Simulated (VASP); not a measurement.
K, 3 atoms in the cell. Symmetry: P6/mmm, No. 191, hexagonal system. The conventional cell has a = 6.200 Å, b = 6.200 Å, c = 3.684 Å, α = 90.00°, β = 90.00°, γ = 120.00°. K (site symmetry 6/mmm) is surrounded by 14 K at 3.68 to 4.03 Å. K (site symmetry -6m2) is surrounded by 11 K at 3.58 to 4.03 Å. This isn't the form of K at room conditions, which is bcc.

```yaml
Program: VASP 6.6.1
Task: single point
Functional: PBE
Potentials_or_basis: VASP PAW PBE potentials, release 64 (K_sv)
Cutoff: 520 eV
k_mesh: 5 × 5 × 7
Occupations: fermi-dirac, width 0.1 eV
Spin: no spin polarisation
Dipole_correction: no
Further_INCAR_settings: ALGO = Normal; EDIFF = 1e-07; NBANDS = 20
```

Potentials or basis: VASP PAW PBE potentials, release 64 (K_sv).

Command:

```bash
$ cat potpaw_PBE.64/K_sv/POTCAR > POTCAR
$ mpirun -np 1 vasp_std > vasp.out
```

Hardware: 1 thread of Intel(R) Xeon(R) Platinum 8488C (Sapphire Rapids) (shared host).

Problem. Estimate the wall time of this run.

Solution. Run time: 30 s on 1 thread of Intel(R) Xeon(R) Platinum 8488C (Sapphire Rapids) (shared host), peak memory 0.24 GiB. Counts: scf iterations 14, k points 20.
